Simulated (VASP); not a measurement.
## A VASP 6.6.1 single-point calculation on HfO₂

INCAR

```
NSW = 0
ISMEAR = -1
LWAVE = .FALSE.
IBRION = -1
LASPH = .TRUE.
LCHARG = .FALSE.
EDIFF = 1E-7
LREAL = .FALSE.
NELM = 120
ENCUT = 520
METAGGA = M06L
ISIF = 2
AMIX = 0.1
PREC = Accurate
SIGMA = 0.02
NBANDS = 18
```

KPOINTS

```
KPOINTS created by Atomic Simulation Environment
0
Gamma
8 8 8
0 0 0
```

POSCAR

```
Hf O
 1.0000000000000000
    -0.0364527718000000    2.5180213707000001    2.5180213707000001
     2.5180213707000001   -0.0364527718000000    2.5180213707000001
     2.5180213707000001    2.5180213707000001   -0.0364527718000000
 Hf  O
   1   2
Cartesian
 -0.0000000000000000  0.0000000000000000  0.0000000000000000
  1.2552713575367758  1.2552713575367758  1.2552713575367758
  3.7443186120632248  3.7443186120632248  3.7443186120632252
```

The recommended PBE PAW datasets give the neutral cell 22 valence electrons.

Command

```
mpirun -np 1 vasp_std
```

OSZICAR

```
N       E                     dE             d eps       ncg     rms          rms(c)
DAV:   1    -0.869750017377E+08   -0.86975E+08   -0.78790E+08  3574   0.574E+06
DAV:   2    -0.115797460211E+09   -0.28822E+08   -0.27689E+08  2354   0.248E+07
DAV:   3    -0.118634043173E+09   -0.28366E+07   -0.27787E+07  4632   0.640E+06
DAV:   4    -0.118771414422E+09   -0.13737E+06   -0.13427E+06  4160   0.117E+06
DAV:   5    -0.118781413204E+09   -0.99988E+04   -0.97956E+04  4144   0.264E+05    0.173E+02
DAV:   6     0.716412988639E+03    0.11878E+09   -0.70228E+04  4428   0.131E+03    0.461E+02
DAV:   7    -0.241942380162E+02   -0.74061E+03   -0.77113E+03  3306   0.700E+02    0.465E+01
DAV:   8    -0.657298095780E+02   -0.41536E+02   -0.57332E+02  2704   0.197E+02    0.488E+01
DAV:   9    -0.629631564338E+04   -0.62306E+04   -0.61730E+04  4680   0.155E+02    0.207E+02
DAV:  10     0.159003389324E+02    0.63122E+04   -0.44042E+04  3260   0.163E+03    0.112E+02
...
DAV:  92    -0.460496598940E+02   -0.60336E+02   -0.42905E+01  4680   0.290E+03    0.462E+01
DAV:  93     0.934200407985E+01    0.55392E+02   -0.87926E+01  4552   0.391E+03    0.443E+01
DAV:  94     0.122462059436E+02    0.29042E+01   -0.12707E+01  4660   0.229E+03    0.441E+01
DAV:  95     0.138828618463E+02    0.16367E+01   -0.95216E+00  4600   0.210E+03    0.443E+01
DAV:  96     0.314460797498E+02    0.17563E+02   -0.25795E+01  3288   0.801E+03    0.423E+01
DAV:  97     0.519078443542E+02    0.20462E+02   -0.21774E+01  4638   0.653E+03    0.424E+01
DAV:  98    -0.191245698133E+02   -0.71032E+02   -0.18831E+01  4678   0.565E+03    0.486E+01
DAV:  99     0.506150907172E+02    0.69740E+02   -0.66076E+01  4662   0.480E+03    0.429E+01
DAV: 100     0.453439721811E+02   -0.52711E+01   -0.93578E+00  4618   0.316E+03    0.431E+01
   1 F= 0.45343972E+02 E0= 0.45344006E+02  d E =-.673584E-04
```

Standard output (part)

```
...
  1.301758513041916E-005
 WARNING: Sub-Space-Matrix is not hermitian in DAV            1
  5.421129878795561E-005
 WARNING: Sub-Space-Matrix is not hermitian in DAV            3
  6.576316524706121E-005
 the old and the new charge density differ
 old charge density:    22.00041 new   21.99999
    0.124E+02
 WARNING: Sub-Space-Matrix is not hermitian in DAV           19
  1.650928826534910E-005
 WARNING: Sub-Space-Matrix is not hermitian in DAV            5
 -1.502729479061630E-004
 WARNING: Sub-Space-Matrix is not hermitian in DAV            8
 -2.351912443900666E-005
 WARNING: Sub-Space-Matrix is not hermitian in DAV            7
  1.709317003548673E-005
 WARNING: Sub-Space-Matrix is not hermitian in DAV            1
 -3.709291182219220E-005
 WARNING: Sub-Space-Matrix is not hermitian in DAV            3
 -1.980076889070262E-005
 WARNING: Sub-Space-Matrix is not hermitian in DAV            7
  1.953664600775761E-005
 WARNING: Sub-Space-Matrix is not hermitian in DAV            1
 -7.049972145064112E-005
 WARNING: Sub-Space-Matrix is not hermitian in DAV            7
  2.310726695159697E-005
 WARNING: Sub-Space-Matrix is not hermitian in DAV            1
 -7.097301781406706E-005
 WARNING: Sub-Space-Matrix is not hermitian in DAV            6
  1.138130677789566E-005
 WARNING: Sub-Space-Matrix is not hermitian in DAV            7
  2.606809865121392E-005
 WARNING: Sub-Space-Matrix is not hermitian in DAV            1
 -5.849981443130176E-005
 WARNING: Sub-Space-Matrix is not hermitian in DAV            1
 -5.859141968656559E-005
 WARNING: Sub-Space-Matrix is not hermitian in DAV            1
 -3.065276018744056E-005
 WARNING: Sub-Space-Matrix is not hermitian in DAV            2
 -3.874453699444062E-005
 WARNING: Sub-Space-Matrix is not hermitian in DAV            4
 -1.286038110256316E-005
 WARNING: Sub-Space-Matrix is not hermitian in DAV            1
 -5.975298582229106E-005
 WARNING: Sub-Space-Matrix is not hermitian in DAV            7
  1.587386175103102E-005
```

It was cut off at its time limit.

The run took about 15 min on one core of a shared host (Intel Xeon Platinum 8488C) and held 0.2 GiB at most.
